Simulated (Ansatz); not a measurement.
The system is GaAs.

```
As Ga
1.0
     0.00000    2.82685    2.82685
     2.82685    0.00000    2.82685
     2.82685    2.82685    0.00000
As Ga
1 1
Direct
  0.75000 0.75000 0.75000
  0.00000 0.00000 0.00000
```

Base run:

```yaml
Program: Ansatz 0.2.0
Functional: BPBE
Potentials_or_basis: Ansatz PAW
Cutoff: "420 eV (not typed: the program's choice for these potentials)"
k_mesh: 8 × 8 × 8
Occupations: fermi-dirac, width 0.05 eV
Spin: no spin polarisation
```

Its results: band gap on the k mesh 0.49 eV, direct; pressure 3.1 GPa.

Task: The run is repeated on the same cell with these changes: functional from BPBE to exchange-only PBE. What comes out?

Result: Band gap on the k mesh 0.45 eV, direct; pressure 13.0 GPa.

Caveats: the PAW data sets come from PBE, with cores solved anew for the run's functional, which leaves a small shift of forces and pressure.
